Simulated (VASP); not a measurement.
The system is ZrSe2.

```
Zr Se
1.0
     3.79800    0.00000    0.00000
    -1.89900    3.28916    0.00000
     0.00000    0.00000    6.19200
Zr Se
1 2
Direct
  0.00000 0.00000 0.00000
  0.33333 0.66667 0.25000
  0.66667 0.33333 0.75000
```

```yaml
Program: VASP 6.6.1
Task: relaxation of cell and atoms
Functional: optB86b-vdW
Potentials_or_basis: VASP PAW PBE potentials, release 64 (Zr_sv, Se)
Cutoff: 600 eV
k_mesh: 9 × 9 × 5
Occupations: gaussian, width 0.03 eV
Spin: no spin polarisation
```

At the start: pressure 0.6 GPa; volume 25.78 Å³/atom.

Q: How do energy, volume and symmetry change on relaxing?

A: Over 18 steps the energy falls by 5.9 meV/atom and the volume is 25.18 Å³/atom (-2.4 %); space group P-3m1 (No. 164, to 0.05 Å).

The path:
| step | energy change (eV) | largest force (eV/Å) | pressure (GPa) | volume (Å³) |
| --- | --- | --- | --- | --- |
| 1 | 0.0000 | 0.3496 | 0.56 | 77.35 |
| 2 | -0.0081 | 0.0090 | -1.15 | 78.36 |
| 3 | -0.0087 | 0.0620 | -0.82 | 78.15 |
| 4 | -0.0140 | 0.0522 | -0.19 | 77.14 |
| 5 | -0.0141 | 0.0506 | -0.09 | 76.98 |
| 6 | -0.0148 | 0.0622 | -0.01 | 76.77 |
| 7 | -0.0161 | 0.0954 | 0.26 | 76.13 |
| 8 | -0.0147 | 0.1597 | 0.85 | 74.86 |
| 9 | -0.0163 | 0.1150 | 0.42 | 75.79 |
| 10 | -0.0165 | 0.1036 | 0.36 | 75.78 |
| 11 | -0.0171 | 0.0688 | 0.18 | 75.74 |
| 12 | -0.0173 | 0.0009 | -0.17 | 75.66 |
| 13 | -0.0174 | 0.0293 | -0.03 | 75.69 |
| 14 | -0.0174 | 0.0274 | -0.05 | 75.69 |
| 15 | -0.0175 | 0.0236 | -0.05 | 75.67 |
| 16 | -0.0176 | 0.0133 | -0.04 | 75.62 |
| 17 | -0.0176 | 0.0080 | -0.02 | 75.50 |
| 18 | -0.0177 | 0.0026 | -0.02 | 75.53 |

Final structure:
```
Zr Se
1.0
     3.76420    0.00000    0.00000
    -1.88210    3.25990    0.00000
     0.00000    0.00000    6.15553
Zr Se
1 2
Direct
  0.00000 0.00000 0.00000
  0.33333 0.66667 0.25918
  0.66667 0.33333 0.74082
```

Caveat: the PAW data sets were made with another functional, which shifts forces and pressure a little.
